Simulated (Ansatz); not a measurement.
# Convergence notes, G0W0 on CdS (NiAs type)

CdS in the NiAs structure, relaxed with r2SCAN; one-shot G0W0 in Ansatz without spin-orbit coupling. No spin polarisation and no zero-point or thermal motion; the cell was built from a prototype and may be hypothetical.

Space group P6_3/mmc (No. 194). a = 3.841 Å, b = 3.841 Å, c = 6.445 Å, α = 90.00°, β = 90.00°, γ = 120.00°
```csv
atom,site,symmetry,x,y,z
Cd,2a,-3m.,0.0000,0.0000,0.0000
S,2c,-6m2,0.3333,0.6667,0.2500
```

Gaps are read over the mesh points alone. G0W0 here is at a finite number of bands, screening cutoff and k mesh, not at the basis limit.

| start | potentials | frequency model | mesh | empty bands | screening cutoff (eV) | Kohn-Sham gap (eV) | G0W0 gap (eV) |
| --- | --- | --- | --- | --- | --- | --- | --- |
| PBE | PAW | contour deformation | 6×6×2 | 186 | 100 | 0.64 | 1.25 |
| PBE | PAW | contour deformation | 6×6×2 | 451 | 180 | 0.64 | 1.27 |
| PBE | PAW | contour deformation | 6×6×2 | 876 | 260 | 0.64 | 1.29 |
| HSE06 | PAW | contour deformation | 6×6×2 | 451 | 180 | 1.65 | 1.80 |
| r2SCAN | PAW | contour deformation | 6×6×2 | 451 | 180 | 1.26 | 1.60 |
| PBE0 | PAW | contour deformation | 6×6×2 | 451 | 180 | 2.29 | 1.98 |
| PBE | PAW | Godby-Needs pole | 6×6×2 | 451 | 180 | 0.64 | 1.31 |
| PBE | PAW | contour deformation | 6×6×4 | 133 | 80 | 0.64 | 1.24 |
| PBE | norm-conserving | contour deformation | 6×6×2 | 451 | 180 | 0.64 | 1.27 |

Over the mesh points the PBE gap of 0.64 eV becomes a quasiparticle gap of 1.29 eV (direct at Γ), a change of +0.65 eV. Renormalisation factors Z lie between 0.72 and 0.79.

Raising bands and cutoff together moves the gap by +0.02 eV (100 to 180 eV), then +0.02 eV (180 to 260 eV); the last step is small, which bounds nothing strictly. Starting from HSE06 (1.65 eV against PBE's 0.64 eV) gives 1.80 eV, +0.53 eV from G0W0@PBE at the same screening cutoff. Starting from r2SCAN (1.26 eV against PBE's 0.64 eV) gives 1.60 eV, +0.34 eV from G0W0@PBE at the same screening cutoff. Starting from PBE0 (2.29 eV against PBE's 0.64 eV) gives 1.98 eV, +0.71 eV from G0W0@PBE at the same screening cutoff. The Godby-Needs plasmon pole differs from contour deformation by +0.04 eV. Norm-conserving potentials (wave cutoff 1071 eV against 420 eV) shift the quasiparticle gap by 0.00 eV and the PBE gap by 0.00 eV. r2SCAN runs take a wave cutoff of 500 eV.

The program warns that the k mesh is coarse for exact exchange in some of these runs, so their gaps aren't converged.

With a shallow d shell on the cation, G0W0 converges slowly in bands and cutoff, so these values are in doubt.
